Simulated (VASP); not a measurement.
Wanted: the native input for a VASP 6.6.1 run.

| Item | Value |
| --- | --- |
| Task | single point |
| Functional | PBE |
| Potentials or basis | VASP PAW PBE potentials, release 64 (Hf_pv, O) |
| Cutoff | 520 eV |
| k mesh | 8 × 8 × 8 |
| Occupations | fermi-dirac, width 0.02 eV |
| Spin | no spin polarisation |
| Dipole correction | no |
| Further INCAR settings | ALGO = Fast; EDIFF = 1e-07; NBANDS = 18 |

The structure of HfO2 lies in POSCAR:

```
HfO2
1.0
    0.0593093254      2.5291823192      2.5291823192
    2.5291823192      0.0593093254      2.5291823192
    2.5884916446      2.5884916446      0.0000000000
Hf O
1 2
Direct
    0.0000000000      0.0000000000      0.0000000000
    0.2466624045      0.2466624045      0.2533375955
    0.7533375955      0.7533375955      0.7466624045
```

The cell was built by a generator and needn't be a form met in nature.

The cell isn't the ideal one: shear_xy strain +4.7%.

These files were run (other wordings do the same):

INCAR

```
ALGO = Fast ; EDIFF = 1E-7
ENCUT = 520 ; GGA = PE
ISIF = 2 ; ISMEAR = -1
LASPH = T ; LCHARG = F
LREAL = F ; LWAVE = F
NBANDS = 18 ; NELM = 100
PREC = Accurate ; SIGMA = 0.02
```

KPOINTS

```
k-points
0
Gamma
  8 8 8
```

Potentials or basis: VASP PAW PBE potentials, release 64 (Hf_pv, O).

Launch:

```bash
$ cat potpaw_PBE.64/Hf_pv/POTCAR potpaw_PBE.64/O/POTCAR > POTCAR
$ mpirun -np 1 vasp_std > vasp.out
```

It gave:

```
Pressure               : 2.5 GPa
Largest force          : 0.009 eV/Å
Band gap on the k mesh : 3.82 eV, direct
```

Caveat: spin-orbit coupling is left out, which moves the levels of the heavy elements.

It took 48 s on 1 thread of Intel(R) Xeon(R) Platinum 8488C (Sapphire Rapids), on a shared host, peak memory 0.18 GiB.
